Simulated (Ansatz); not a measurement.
Computed with DFT PBE, scalar-relativistic, plane waves, PAW (Ansatz). All cells share a 420 eV cutoff and Γ-centred k meshes spaced at most about 0.3 Å⁻¹ (about 0.25 or finer for metals, 2π included). No spin polarisation.

Each guess is relaxed in cell and atoms at zero pressure, on a coarse mesh first where it starts far from rest and then on a converged one. The steps can't lower the symmetry of the start, but it can rise. Energies are static (0 K, no zero-point motion).

Two unrelaxed guesses for Al₂Cu₃:

A.

```
Al Cu
1.0
     2.72362    0.00000    0.00000
    -1.36181    2.35873    0.00000
     0.00000    0.00000   21.65790
Al Cu
4 6
Direct
  0.66667 0.33333 0.70000
  0.66667 0.33333 0.90000
  0.66667 0.33333 0.10000
  0.66667 0.33333 0.30000
  0.33333 0.66667 0.60000
  0.33333 0.66667 0.80000
  0.33333 0.66667 0.00000
  0.33333 0.66667 0.20000
  0.33333 0.66667 0.40000
  0.66667 0.33333 0.50000
```

B.

```
Al Cu
1.0
     1.34986    0.77934   11.02156
    -1.34986    0.77934   11.02156
     0.00000   -1.55868   11.02156
Al Cu
2 3
Direct
  0.20000 0.20000 0.20000
  0.80000 0.80000 0.80000
  0.00000 0.00000 0.00000
  0.60000 0.60000 0.60000
  0.40000 0.40000 0.40000
```

Problem. Where do they end, and which end is lower?

Solution. A ends lower, by 68 meV/atom. A: P-6m2 at 13.9 Å³/atom → P-6m2 at 13.3 Å³/atom; B: R-3m at 13.9 Å³/atom → R-3m at 13.6 Å³/atom. Counting all near atoms (those within 1.25 times the shortest distance at each site), the end of A and the end of B both have Al 12, Cu 12. End of A. Conventional cell: a = 2.744 Å, c = 20.462 Å. Al on its first site has 6 Cu at 2.56–2.61 Å and 6 Al at 2.74 Å; Al on its second site is surrounded by 6 Cu at 2.59–2.60 Å and 6 Al at 2.74 Å; around Cu on a site of symmetry 3m lie 3 Al at 2.56 Å, 3 Cu at 2.57 Å and 6 Cu at 2.74 Å; 3 more sites not described. End of B. Conventional cell: a = 2.745 Å, c = 31.225 Å. Around Al lie 3 Cu at 2.57 Å and 9 Al at 2.75–2.84 Å; around Cu on a site of symmetry -3m lie 6 Cu at 2.55 Å and 6 Cu at 2.75 Å; around Cu on a site of symmetry 3m lie 3 Cu at 2.55 Å, 3 Al at 2.57 Å and 6 Cu at 2.75 Å.

Ends held by symmetry can be saddle points.
